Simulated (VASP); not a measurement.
# Ge (Cmcm) in VASP: a series of runs, part 2 of 2

VASP 6.6.1. The steps go on from the part before.

## Step 4: Equation of state, PBEsol, 17.89 Å³/atom (volume scaled by 0.98)

The input, INCAR:

```
SYSTEM = Ge
PREC = Accurate
ENCUT = 520
EDIFF = 1E-7
ISMEAR = -1
SIGMA = 0.05
LREAL = .FALSE.
LASPH = .TRUE.
NELM = 100
ALGO = Normal
ISIF = 2
LWAVE = .FALSE.
LCHARG = .FALSE.
GGA = PS
NBANDS = 21
```

The input, KPOINTS:

```
Automatic mesh
0
G
  10 10 6
  0 0 0
```

The input, POSCAR:

```
Ge
1.0
    1.4780656917     -2.5772750611      0.0000000000
    1.4780656917      2.5772750611      0.0000000000
    0.0000000000      0.0000000000      4.6958660032
Ge
2
Direct
    0.3334466300      0.6665533700      0.2500000000
    0.6665533700      0.3334466300      0.7500000000
```

Started as:

```bash
$ cat potpaw_PBE.64/Ge_d/POTCAR > POTCAR
$ mpirun -np 1 vasp_std > vasp.out
```

Run time: 23 s. Hardware: 1 thread of Intel Xeon 6975P-C (Granite Rapids), shared host; peak memory 0.2 GiB.

It converged, with:

```yaml
Free_energy: -9.3359 eV
Pressure: 2.2 GPa
Band_gap_on_the_k_mesh: none (metal or under the smearing width)
```

Caveat: the PAW data sets were made with another functional, which shifts forces and pressure a little.

## Step 5: Equation of state, PBEsol, 18.62 Å³/atom (volume scaled by 1.02)

INCAR is that of step 4.

KPOINTS is that of step 4.

The input, POSCAR:

```
Ge
1.0
    1.4979078673     -2.6118734857      0.0000000000
    1.4979078673      2.6118734857      0.0000000000
    0.0000000000      0.0000000000      4.7589052838
Ge
2
Direct
    0.3334466300      0.6665533700      0.2500000000
    0.6665533700      0.3334466300      0.7500000000
```

Started as:

```bash
$ cat potpaw_PBE.64/Ge_d/POTCAR > POTCAR
$ mpirun -np 1 vasp_std > vasp.out
```

Wall time 23 s (1 thread of Intel Xeon 6975P-C (Granite Rapids), shared host); peak memory 0.2 GiB.

Results (log left out):

```yaml
Free_energy: -9.3417 eV
Pressure: -1.0 GPa
Band_gap_on_the_k_mesh: none (metal or under the smearing width)
```

Caveat: the PAW data sets were made with another functional, which shifts forces and pressure a little.

## Step 6: Equation of state, PBEsol, 18.98 Å³/atom (volume scaled by 1.04)

INCAR is that of step 5.

KPOINTS is that of step 5.

The input, POSCAR:

```
Ge
1.0
    1.5076348143     -2.6288341784      0.0000000000
    1.5076348143      2.6288341784      0.0000000000
    0.0000000000      0.0000000000      4.7898081321
Ge
2
Direct
    0.3334466300      0.6665533700      0.2500000000
    0.6665533700      0.3334466300      0.7500000000
```

Potentials or basis: VASP PAW PBE potentials, release 64 (Ge_d).

Started as:

```bash
$ cat potpaw_PBE.64/Ge_d/POTCAR > POTCAR
$ mpirun -np 1 vasp_std > vasp.out
```

Wall time 23 s (1 thread of Intel Xeon 6975P-C (Granite Rapids), shared host); peak memory 0.2 GiB.

Results (log left out):

```
Free energy            : -9.3344 eV
Pressure               : -2.3 GPa
Band gap on the k mesh : none (metal or under the smearing width)
```

Caveat: the PAW data sets were made with another functional, which shifts forces and pressure a little.

## Step 7: Equation of state, PBEsol, 19.35 Å³/atom (volume scaled by 1.06)

INCAR is that of step 6.

KPOINTS is that of step 6.

The input, POSCAR:

```
Ge
1.0
    1.5172378428     -2.6455787966      0.0000000000
    1.5172378428      2.6455787966      0.0000000000
    0.0000000000      0.0000000000      4.8203172867
Ge
2
Direct
    0.3334466300      0.6665533700      0.2500000000
    0.6665533700      0.3334466300      0.7500000000
```

Started as:

```bash
$ cat potpaw_PBE.64/Ge_d/POTCAR > POTCAR
$ mpirun -np 1 vasp_std > vasp.out
```

Wall time 23 s (1 thread of Intel Xeon 6975P-C (Granite Rapids), shared host); peak memory 0.2 GiB.

The run converged. Its results:

* Free energy: -9.3213 eV
* Pressure: -3.5 GPa
* Band gap on the k mesh: none (metal or under the smearing width)

Caveat: the PAW data sets were made with another functional, which shifts forces and pressure a little.

## Step 8: Equation of state, PBEsol

No new run: the results of the series are fitted here.

What came out:

| Quantity | Value |
| --- | --- |
| Equilibrium volume | 18.40 Å³/atom |
| Bulk modulus at fixed shape and positions | 77 GPa |
| Pressure derivative of the bulk modulus | 4.2 |

Energy against volume, from the lowest point:
```tsv
volume (Å³/atom)	energy (meV/atom)
17.158	22.23
17.523	10.51
17.888	3.25
18.253	0.00
18.618	0.36
18.984	3.98
19.349	10.53
```

Caveat: the cell was scaled at fixed shape and fractional positions, which overstates the stiffness of a crystal with free parameters, most of all of layers and chains; the PAW data sets were made with another functional, which shifts forces and pressure a little.

## Step 9: Equation of state, PBE, 17.16 Å³/atom (volume scaled by 0.94)

The input, INCAR:

```
SYSTEM = Ge
  PREC = Accurate
  ENCUT = 520
  EDIFF = 1E-7
  ISMEAR = -1
  SIGMA = 0.05
  LREAL = .FALSE.
  LASPH = .TRUE.
  NELM = 100
  ALGO = Normal
  ISIF = 2
  LWAVE = .FALSE.
  LCHARG = .FALSE.
  GGA = PE
  NBANDS = 21
```

KPOINTS is that of step 7.

The input, POSCAR:

```
Ge
1.0
    1.4576759744     -2.5417218984      0.0000000000
    1.4576759744      2.5417218984      0.0000000000
    0.0000000000      0.0000000000      4.6310871635
Ge
2
Direct
    0.3334466300      0.6665533700      0.2500000000
    0.6665533700      0.3334466300      0.7500000000
```

Potentials or basis: VASP PAW PBE potentials, release 64 (Ge_d).

Started as:

```bash
$ cat potpaw_PBE.64/Ge_d/POTCAR > POTCAR
$ mpirun -np 1 vasp_std > vasp.out
```

Wall time 55 s (1 thread of Intel Xeon Platinum 8488C (Sapphire Rapids), shared host); peak memory 0.19 GiB.

It converged, with:

| Quantity | Value |
| --- | --- |
| Free energy | -8.2666 eV |
| Pressure | 10.3 GPa |
| Band gap on the k mesh | none (metal or under the smearing width) |

## Step 10: Equation of state, PBE, 17.52 Å³/atom (volume scaled by 0.96)

The input, INCAR:

```
SYSTEM = Ge
  PREC = Accurate
  ENCUT = 520
  EDIFF = 1E-7
  ISMEAR = -1
  SIGMA = 0.05
  LREAL = .False.
  LASPH = .True.
  NELM = 80
  ALGO = Normal
  ISIF = 2
  LWAVE = .False.
  LCHARG = .False.
  GGA = PE
  NBANDS = 21
```

The input, KPOINTS:

```
regular mesh
0
Gamma
  10 10 6
  0 0 0
```

The input, POSCAR:

```
Ge
1.0
    1.4679416364     -2.5596219381      0.0000000000
    1.4679416364      2.5596219381      0.0000000000
    0.0000000000      0.0000000000      4.6637015279
Ge
2
Direct
    0.3334466300      0.6665533700      0.2500000000
    0.6665533700      0.3334466300      0.7500000000
```

Started as:

```bash
$ cat potpaw_PBE.64/Ge_d/POTCAR > POTCAR
$ mpirun -np 1 vasp_std > vasp.out
```

Run time: 57 s. Hardware: 1 thread of Intel Xeon Platinum 8488C (Sapphire Rapids), shared host; peak memory 0.19 GiB.

It converged, with:

| Item | Value |
| --- | --- |
| Free energy | -8.3088 eV |
| Pressure | 8.1 GPa |
| Band gap on the k mesh | none (metal or under the smearing width) |

## Step 11: Equation of state, PBE, 17.89 Å³/atom (volume scaled by 0.98)

The input, INCAR:

```
SYSTEM = Ge
PREC = Accurate ; ENCUT = 520
EDIFF = 1E-7 ; ISMEAR = -1
SIGMA = 0.05 ; LREAL = .FALSE.
LASPH = .TRUE. ; NELM = 100
ALGO = Normal ; ISIF = 2
LWAVE = .FALSE. ; LCHARG = .FALSE.
GGA = PE ; NBANDS = 21
```

The input, KPOINTS:

```
Automatic mesh
0
G
  10 10 6
  0 0 0
```

The input, POSCAR:

```
Ge
1.0
    1.4780656917     -2.5772750611      0.0000000000
    1.4780656917      2.5772750611      0.0000000000
    0.0000000000      0.0000000000      4.6958660032
Ge
2
Direct
    0.3334466300      0.6665533700      0.2500000000
    0.6665533700      0.3334466300      0.7500000000
```

Started as:

```bash
$ cat potpaw_PBE.64/Ge_d/POTCAR > POTCAR
$ mpirun -np 1 vasp_std > vasp.out
```

It took 62 s on 1 thread of Intel Xeon Platinum 8488C (Sapphire Rapids), shared host; peak memory 0.19 GiB.

The run converged. Its results:

* Free energy: -8.3415 eV
* Pressure: 6.1 GPa
* Band gap on the k mesh: none (metal or under the smearing width)

## Step 12: Equation of state, PBE, 18.62 Å³/atom (volume scaled by 1.02)

The input, INCAR:

```
SYSTEM = Ge
PREC     = Accurate       ! precision mode
ENCUT    = 520            ! plane-wave cutoff, eV
EDIFF    = 1E-7           ! SCF threshold, eV
ISMEAR   = -1             ! smearing method
SIGMA    = 0.05           ! smearing width, eV
LREAL    = .FALSE.        ! projectors in reciprocal space
LASPH    = .TRUE.         ! aspherical terms in the spheres
NELM     = 80             ! most SCF steps
ALGO     = Normal         ! electronic algorithm
ISIF     = 2              ! what is computed and relaxed
LWAVE    = .FALSE.        ! write WAVECAR
LCHARG   = .FALSE.        ! write CHGCAR
GGA      = PE             ! functional
NBANDS   = 21             ! bands
```

KPOINTS is that of step 11.

The input, POSCAR:

```
Ge
1.0
    1.4979078673     -2.6118734857      0.0000000000
    1.4979078673      2.6118734857      0.0000000000
    0.0000000000      0.0000000000      4.7589052838
Ge
2
Direct
    0.3334466300      0.6665533700      0.2500000000
    0.6665533700      0.3334466300      0.7500000000
```

Potentials or basis: VASP PAW PBE potentials, release 64 (Ge_d).

Started as:

```bash
$ cat potpaw_PBE.64/Ge_d/POTCAR > POTCAR
$ mpirun -np 1 vasp_std > vasp.out
```

It took 71 s on 1 thread of Intel Xeon Platinum 8488C (Sapphire Rapids), shared host; peak memory 0.2 GiB.

Results (log left out):

* Free energy: -8.3820 eV
* Pressure: 2.7 GPa
* Band gap on the k mesh: none (metal or under the smearing width)

## Step 13: Equation of state, PBE, 18.98 Å³/atom (volume scaled by 1.04)

The input, INCAR:

```
ALGO = Normal
EDIFF = 1E-7
ENCUT = 520
GGA = PE
ISIF = 2
ISMEAR = -1
LASPH = True
LCHARG = False
LREAL = False
LWAVE = False
NBANDS = 21
NELM = 60
PREC = Accurate
SIGMA = 0.05
```

The input, KPOINTS:

```
k-points
0
Gamma
  10 10 6
```

The input, POSCAR:

```
Ge
1.0
    1.5076348143     -2.6288341784      0.0000000000
    1.5076348143      2.6288341784      0.0000000000
    0.0000000000      0.0000000000      4.7898081321
Ge
2
Direct
    0.3334466300      0.6665533700      0.2500000000
    0.6665533700      0.3334466300      0.7500000000
```

Started as:

```bash
$ cat potpaw_PBE.64/Ge_d/POTCAR > POTCAR
$ mpirun -np 1 vasp_std > vasp.out
```

Wall time 62 s (1 thread of Intel Xeon Platinum 8488C (Sapphire Rapids), shared host); peak memory 0.2 GiB.

Results (log left out):

```
Free energy            : -8.3913 eV
Pressure               : 1.3 GPa
Band gap on the k mesh : none (metal or under the smearing width)
```

## Step 14: Equation of state, PBE, 19.35 Å³/atom (volume scaled by 1.06)

The input, INCAR:

```
SYSTEM = Ge
PREC = Accurate
ENCUT = 520
EDIFF = 1E-7
ISMEAR = -1
SIGMA = 0.05
LREAL = .FALSE.
LASPH = .TRUE.
NELM = 100
ALGO = Normal
ISIF = 2
LWAVE = .FALSE.
LCHARG = .FALSE.
GGA = PE
NBANDS = 21
```

The input, KPOINTS:

```
Automatic mesh
0
G
  10 10 6
  0 0 0
```

The input, POSCAR:

```
Ge
1.0
    1.5172378428     -2.6455787966      0.0000000000
    1.5172378428      2.6455787966      0.0000000000
    0.0000000000      0.0000000000      4.8203172867
Ge
2
Direct
    0.3334466300      0.6665533700      0.2500000000
    0.6665533700      0.3334466300      0.7500000000
```

Started as:

```bash
$ cat potpaw_PBE.64/Ge_d/POTCAR > POTCAR
$ mpirun -np 1 vasp_std > vasp.out
```

It took 58 s on 1 thread of Intel Xeon Platinum 8488C (Sapphire Rapids), shared host; peak memory 0.2 GiB.

Results (log left out):

```yaml
Free_energy: -8.3943 eV
Pressure: -0.1 GPa
Band_gap_on_the_k_mesh: none (metal or under the smearing width)
```

## Step 15: Equation of state, PBE

Potentials or basis: VASP PAW PBE potentials, release 64 (Ge_d).

This step only gathers the single runs of the series.

What came out:

```
Equilibrium volume                        : 19.35 Å³/atom (rough: see the caveat)
Bulk modulus at fixed shape and positions : 67 GPa (rough)
```

Energy against volume, from the lowest point:
```
volume (Å³/atom)  energy (meV/atom)
          17.158              63.82
          17.523              42.72
          17.888              26.37
          18.253              14.32
          18.618               6.15
          18.984               1.48
          19.349               0.00
```

Caveat: the minimum lies outside the volumes run; the cell was scaled at fixed shape and fractional positions, which overstates the stiffness of a crystal with free parameters, most of all of layers and chains.
